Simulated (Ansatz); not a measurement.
# Zone-centre phonons of HgTe at 11 GPa: input and output

Method: DFT PBEsol, scalar-relativistic, plane waves, PAW (Ansatz).

Launched with:
```bash
ansatz run input.yaml --threads 1 --pin off --max-ram 3072MiB --backend cpu --events-out ev --progress --plain --runs-dir out
```

Input (bare energies are in eV):
```yaml
crystal:
  lattice:
    - [0.0, 3.0764497617, 3.0764497617]
    - [3.0764497617, 0.0, 3.0764497617]
    - [3.0764497617, 3.0764497617, 0.0]
  atoms:
    - { symbol: Hg, position: [0.0, 0.0, 0.0] }
    - { symbol: Te, position: [0.75, 0.75, 0.75] }
basis:
  ecutwfc: 420
kpoints:
  mp_grid: { grid: [12, 12, 12] }
hamiltonian:
  xc: pbesol
scf:
  occupations: { method: fermi_dirac, width: 0.15 }
output:
  eigenvalues: true
phonons:
  method: dfpt
  eigenvectors: true
```

The end of the output:
```
--- Phonons (Γ-DFPT): 2 representative perturbations + reference, on 163 of 1728 k-points (Σ response iterations 6) ---
  k mesh reduced under 8 symmetry operations, with k and −k counted as one. Each operation leaves every solved displacement unchanged or reverses it
  ASR residual: 1.316e-4 → 0.000e0 eV/Å²; symmetrization residual: 6.261e-5 eV/Å²
  ASR residual per site (eV/Å²): 6.58e-5 1.32e-4
  Γ frequencies (cm⁻¹): 0.00 0.00 0.00 155.47 155.47 155.47
  non-analytic LO–TO correction: not included (Born effective charges unavailable; polar crystals: no LO–TO splitting at Γ)
```

Time: 24 s on 1 thread of AMD EPYC 9R45 96-Core Processor (Zen 5), with other jobs on the host, peak memory 0.9 GiB.

Without a gap, frequencies and elastic constants depend on the k mesh and the smearing, soft modes and shear constants most. Spin–orbit coupling is left out, which can shift energies with elements as heavy as these.

The bands only touch here, so at this level the crystal is a zero-gap semiconductor or semimetal, not an ordinary metal; spin–orbit coupling, left out, moves these levels but leaves zinc-blende mercury chalcogenides without a gap.